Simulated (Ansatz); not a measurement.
# HC6 (Diamond): the cost of one run

Method: DFT PBE, scalar-relativistic, plane waves, PAW, in Ansatz 0.2.0.

## 1. The structure to begin with

Symmetry: Fd-3m, No. 227, cubic system. The conventional cell has a = 3.571 Å, b = 3.571 Å, c = 3.571 Å, α = 90.00°, β = 90.00°, γ = 90.00°. C (site symmetry -43m) is surrounded by 4 C at 1.55 Å.

Coordinates:

```
CELL_PARAMETERS angstrom
0.00000 1.78574 1.78574
1.78574 0.00000 1.78574
1.78574 1.78574 0.00000
ATOMIC_POSITIONS crystal
C 0.00000 0.00000 0.00000
C 0.25000 0.25000 0.25000
```

It is the result of an earlier relaxation at this level (volume 5.69 Å³/atom; gap on the mesh: 4.15 eV).

## 2. The slab

Planes are indexed in the bulk's conventional cell (Fd-3m (No. 227)), a = 3.571 Å, b = 3.571 Å, c = 3.571 Å, α = 90.00°, β = 90.00°, γ = 90.00°.

A (110) slab, 7.2 Å thick as cut, with 17 Å of vacuum; its outer planes are C (top) and C (bottom).

The slab as cut. Layers, bottom to top:

```
plane  atoms per cell  height over the lowest (Å)
    1              H2                        0.00
    2              C2                        0.93
    3              C2                        2.19
    4              C2                        3.46
    5              C2                        4.72
    6              C2                        5.98
    7              C2                        7.24
```

## 3. The clean surface, relaxed

Contents of input.yaml:

```yaml
crystal:
  lattice:
    - [2.5254132957, 0.0, 0.0]
    - [0.0, 3.5714737334, 0.0]
    - [0.0, 0.0, 24.2443393416]
  atoms:
    - { symbol: H, position: [0.5, 0.3157121245, 0.3505973036] }
    - { symbol: H, position: [0.0, 0.9342878755, 0.3505973036] }
    - { symbol: C, position: [0.5, 0.5, 0.3889900223] }
    - { symbol: C, position: [0.0, 0.75, 0.3889900223] }
    - { symbol: C, position: [0.0, 0.0, 0.4410725572] }
    - { symbol: C, position: [0.5, 0.25, 0.4410725572] }
    - { symbol: C, position: [0.5, 0.5, 0.493155092] }
    - { symbol: C, position: [0.0, 0.75, 0.493155092] }
    - { symbol: C, position: [0.0, 0.0, 0.5452376268] }
    - { symbol: C, position: [0.5, 0.25, 0.5452376268] }
    - { symbol: C, position: [0.5, 0.5, 0.5973201616] }
    - { symbol: C, position: [0.0, 0.75, 0.5973201616] }
    - { symbol: C, position: [0.0, 0.0, 0.6494026964] }
    - { symbol: C, position: [0.5, 0.25, 0.6494026964] }
basis:
  ecutwfc: 420
kpoints:
  mp_grid: { grid: [10, 8, 1] }
hamiltonian:
  xc: pbe
scf:
  occupations: { method: gaussian, width: 0.05 }
output:
  forces: true
  eigenvalues: true
  write_density: true
  write_potential: true
  elf: true
  volumetric_format: npy
relax:
  adjacent_minimum: "off"
  f_tol: 0.03
  max_steps: 70
  constraints: [{ sites: [0, 1, 2, 3, 4, 5, 6, 7] }]
efield:
  axis: 3
  dipole_correction: true
```

The run is started by

```
$ ansatz run input.yaml --threads 2 --pin off --max-ram 5120MiB --backend cpu --events-out ev --progress --plain --runs-dir out
```

Q: Estimate wall time and peak memory on 2 threads of Intel Xeon at 2.70GHz, shared host.

About 2.2 min, with a peak of 0.57 GiB.
